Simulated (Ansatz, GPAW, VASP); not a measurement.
Fitting the PBEsol energy curve of CsPbBr3

```
CELL_PARAMETERS angstrom
5.87000 0.00000 0.00000
0.00000 5.87000 0.00000
0.00000 0.00000 5.87000
ATOMIC_POSITIONS crystal
Pb 0.50000 0.50000 0.50000
Cs 0.00000 0.00000 0.00000
Br 0.50000 0.50000 0.00000
Br 0.50000 0.00000 0.50000
Br 0.00000 0.50000 0.50000
```

Measurements of this composition are mostly on another form, of space group No. 62.

The cell was scaled at fixed shape and fractions and run with Ansatz, Ansatz PAW, cutoff 420 eV; PBEsol, k mesh 5 × 5 × 5 on the cell of 5 atoms, fermi-dirac occupations of 0.05 eV, no spin polarisation, no spin-orbit coupling. The potentials were made for PBE. Energies are those that the program minimises, any entropy of the smearing included.

```tsv
V (Å³/atom)	energy over the lowest row (meV/atom)
38.0253	10.275
38.8343	?
39.6434	0.917
40.4524	0.000
41.2614	1.226
42.0705	4.366
42.8795	9.214
```

**Question.** Fit the third-order Birch-Murnaghan form, give V0, B0 and B′, and predict the energy left open.

**Answer.** With y = (V0/V)^(2/3), E = E0 + (9 V0 B0/16) [(y - 1)³ B′ + (y - 1)² (6 - 4y)]. Least squares through the rows shown give V0 = 40.3792 Å³/atom, E0 = -0.010 meV, B0 = 21.41 GPa (1 eV/Å³ = 160.218 GPa) and B′ = 4.73, with a largest miss of 0.002 meV. At V = 38.8343 the form with these constants gives 4.245 meV; the run gave 4.245 meV an atom. Other set-ups at this level, from all their volumes (Å³/atom, GPa): GPAW, PAW data sets generated for this functional: V0 40.316, B0 21.46; Ansatz, all-electron LAPW, scalar-relativistic: V0 40.384, B0 21.4; VASP, PBE PAW files Br, Cs_sv, Pb_d, 520 eV (made for PBE): V0 40.417, B0 21.38.
